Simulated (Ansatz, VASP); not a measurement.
Ca in VASP and in Ansatz

File INCAR:

```
PREC = Accurate
ENCUT = 520
EDIFF = 1E-7
ISMEAR = 0
SIGMA = 0.1
LREAL = F
LASPH = T
NELM = 80
ALGO = Normal
ISIF = 2
LWAVE = F
LCHARG = F
GGA = PE
NBANDS = 11
```

Contents of KPOINTS:

```
regular mesh
0
Gamma
  6 6 6
```

The input POSCAR:

```
Ca
1.0
   -2.2052049036      2.2052049036      2.1961148100
    2.2052049036     -2.2052049036      2.1961148100
    2.2052049036      2.2052049036     -2.1961148100
Ca
1
Direct
    0.5000000000      0.5000000000      0.0000000000
```

Input for Ansatz:

```yaml
crystal:
  lattice:
    - [-2.2052049036, 2.2052049036, 2.19611481]
    - [2.2052049036, -2.2052049036, 2.19611481]
    - [2.2052049036, 2.2052049036, -2.19611481]
  atoms:
    - { symbol: Ca, position: [0.5, 0.5, 0.0] }
basis:
  ecutwfc: 420
kpoints:
  mp_grid: { grid: [6, 6, 6] }
hamiltonian:
  xc: pbe
scf:
  occupations: { method: gaussian, width: 0.1 }
output:
  forces: true
  stress: true
  eigenvalues: true
```

This isn't the form of Ca at room conditions, which is fcc.

Alike in both runs: task single point; functional PBE; k mesh 6 × 6 × 6; occupations gaussian, width 0.1 eV; no spin polarisation.

|  | VASP | Ansatz |
| --- | --- | --- |
| version | VASP 6.6.1 | Ansatz 0.2.0 |
| potentials or method | VASP PAW PBE potentials, release 64 (Ca_sv) | scalar-relativistic, plane waves, PAW |
| plane-wave cutoff (eV) | 520 | 420 |
| valence electrons in the cell | 10 | 10 |

Ansatz gave:

```
gap on the k mesh at the Fermi level (eV) : none
pressure (GPa)                            : -0.2
```

Q: Which values does VASP return?

A: gap on the k mesh at the Fermi level (eV): none; pressure (GPa): -0.1.

A gap of «none» marks a metal or a gap that the smearing closes. With one functional, cell and mesh, what is left measures potentials, basis and numerics.
